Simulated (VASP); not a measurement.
# VASP 6.6.1 run: LiH

INCAR

```
PREC = Accurate
NELM = 120
LCHARG = .FALSE.
EDIFF = 1E-7
IBRION = -1
LWAVE = .FALSE.
ENCUT = 520
ISIF = 2
LREAL = .FALSE.
NSW = 0
ALGO = Normal
SIGMA = 0.1
ISMEAR = 0
METAGGA = R2SCAN
LASPH = .TRUE.
NBANDS = 9
```

KPOINTS

```
KPOINTS created by Atomic Simulation Environment
0
Gamma
10 10 10
0 0 0
```

POSCAR

```
Li H
 1.0000000000000000
     0.0000000000000000    2.0678196931000001    2.0678196931000001
     2.0678196931000001    0.0000000000000000    2.0678196931000001
     2.0678196931000001    2.0678196931000001    0.0000000000000000
 Li  H
   1   1
Cartesian
  0.0000000000000000  0.0000000000000000  0.0000000000000000
  2.0678196931000006  2.0678196931000006  2.0678196931000006
```

The recommended PBE PAW datasets give the neutral cell 4 valence electrons.

Command

```
mpirun -np 1 vasp_std
```

OSZICAR

```
N       E                     dE             d eps       ncg     rms          rms(c)
DAV:   1    -0.230736937099E+01   -0.23074E+01   -0.14976E+03   854   0.422E+02
DAV:   2    -0.730880299754E+01   -0.50014E+01   -0.49813E+01  1215   0.579E+01
DAV:   3    -0.737522963778E+01   -0.66427E-01   -0.66406E-01  1028   0.579E+00
DAV:   4    -0.737543555165E+01   -0.20591E-03   -0.20589E-03  1184   0.330E-01
DAV:   5    -0.737543697054E+01   -0.14189E-05   -0.14189E-05  1035   0.185E-02    0.268E+00
DAV:   6    -0.685761360593E+01    0.51782E+00   -0.17297E-01  1051   0.256E+00    0.157E+00
DAV:   7    -0.679850945841E+01    0.59104E-01   -0.19463E-01   863   0.196E+00    0.280E-01
DAV:   8    -0.679921997573E+01   -0.71052E-03   -0.63957E-03   961   0.529E-01    0.119E-01
DAV:   9    -0.679960720537E+01   -0.38723E-03   -0.11628E-03   976   0.239E-01    0.224E-02
DAV:  10    -0.679962750129E+01   -0.20296E-04   -0.47582E-05   978   0.567E-02    0.445E-03
DAV:  11    -0.679963261615E+01   -0.51149E-05   -0.17693E-06  1187   0.113E-02    0.643E-04
DAV:  12    -0.679963369151E+01   -0.10754E-05   -0.96038E-08  1021   0.207E-03    0.481E-04
DAV:  13    -0.679963375554E+01   -0.64024E-07   -0.60286E-09   600   0.663E-04
   1 F= -.67996338E+01 E0= -.67996338E+01  d E =-.168486E-11
```

Standard output (part)

```
POSCAR found type information on POSCAR LiH
 POSCAR found :  2 types and       2 ions
 LDA part: xc-table for (None), standard interpolation
 POSCAR, INCAR and KPOINTS ok, starting setup
 WAVECAR not read
 entering main loop
```

From OUTCAR

```
k-points           NKPTS =     47   k-points in BZ     NKDIM =     47   number of bands    NBANDS=      9

   NELECT =       4.0000    total number of electrons

   dimension x,y,z NGX =    24 NGY =   24 NGZ =   24
   dimension x,y,z NGXF=    48 NGYF=   48 NGZF=   48

  energy-cutoff  :      520.00
  volume of cell :       17.68
      direct lattice vectors                 reciprocal lattice vectors
     0.000000000  2.067819693  2.067819693    -0.241800579  0.241800579  0.241800579
     2.067819693  0.000000000  2.067819693     0.241800579 -0.241800579  0.241800579
     2.067819693  2.067819693  0.000000000     0.241800579  0.241800579 -0.241800579

 k-points in reciprocal lattice and weights: KPOINTS created by Atomic Simulation Env
   0.00000000  0.00000000  0.00000000       0.001
   0.10000000  0.00000000  0.00000000       0.008
   0.20000000  0.00000000  0.00000000       0.008
   0.30000000  0.00000000  0.00000000       0.008
   0.40000000  0.00000000  0.00000000       0.008
   0.50000000  0.00000000  0.00000000       0.004
   0.10000000  0.10000000  0.00000000       0.006
   0.20000000  0.10000000  0.00000000       0.024
   ...

 E-fermi :  -0.1644

 k-point     1 :       0.0000    0.0000    0.0000
  band No.  band energies     occupation
      1     -46.4374      2.00000
      2      -5.6903      2.00000
      3      15.7989      0.00000
      4      17.7982      0.00000
      5      17.7982      0.00000
      6      17.7989      0.00000
      7      22.0920      0.00000
      8      22.0920      0.00000
      9      22.0921      0.00000

 k-point     2 :       0.1000    0.0000    0.0000
  band No.  band energies     occupation
      1     -46.4341      2.00000
      2      -5.5146      2.00000
      3      14.3120      0.00000
      4      16.7537      0.00000
      5      17.3932      0.00000
      6      17.3938      0.00000
      7      21.8471      0.00000
      8      22.9936      0.00000
      9      22.9938      0.00000

 k-point     3 :       0.2000    0.0000    0.0000
  band No.  band energies     occupation
      1     -46.4262      2.00000
      2      -5.0069      2.00000
      3      11.1080      0.00000
      4      15.4661      0.00000
      5      16.7686      0.00000
      6      16.7692      0.00000
      7      22.7464      0.00000
      8      22.7467      0.00000
      9      22.7933      0.00000

 k-point     4 :       0.3000    0.0000    0.0000
  band No.  band energies     occupation
      1     -46.4166      2.00000
      2      -4.2307      2.00000
      3       8.0334      0.00000
      4      14.4232      0.00000
      5      16.4332      0.00000
      6      16.4337      0.00000
      7      20.5864      0.00000
      8      20.5865      0.00000
      9      24.3503      0.00000

 k-point     5 :       0.4000    0.0000    0.0000
  band No.  band energies     occupation
      1     -46.4088      2.00000
      2      -3.3894      2.00000
      3       5.7456      0.00000
      4      13.7489      0.00000
      5      16.4821      0.00000
      6      16.4828      0.00000
      7      18.9834      0.00000
      8      18.9834      0.00000
      9      26.1165      0.00000

 ...

  Total       -0.4115851     -0.4115851     -0.4115851     -0.0000000      0.0000000      0.0000000
  in kB      -37.2908480    -37.2908480    -37.2908480     -0.0000000      0.0000000      0.0000000
  external PRESSURE =     -37.2908480 kB  Pullay stress =       0.0000000 kB

 POSITION                                       TOTAL-FORCE (eV/Angst)
 -----------------------------------------------------------------------------------
      0.00000      0.00000      0.00000         0.000000      0.000000      0.000000
      2.06782      2.06782      2.06782        -0.000000     -0.000000     -0.000000
 -----------------------------------------------------------------------------------
    total drift:                                0.000000     -0.000000     -0.000000

  FREE ENERGIE OF THE ION-ELECTRON SYSTEM (eV)
  ---------------------------------------------------
  free  energy   TOTEN  =        -6.7996337555 eV

  energy  without entropy=       -6.7996337555  energy(sigma->0) =       -6.79963376
```

It converged. Results: gap between bands v and c on the k mesh 3.63 eV; least direct gap on the k mesh 3.63 eV; pressure -3.7 GPa. Band v is the last that the valence electrons fill when counted band by band, and c is the next.

For comparison, a separate r²SCAN run of the intended cell, on usual settings and not on those above, gives a gap of 3.63 eV on its mesh and a pressure of -3.7 GPa.

The run above took about 26 s on one core of a shared host (Intel Xeon Platinum 8488C) and held 0.13 GiB at most.
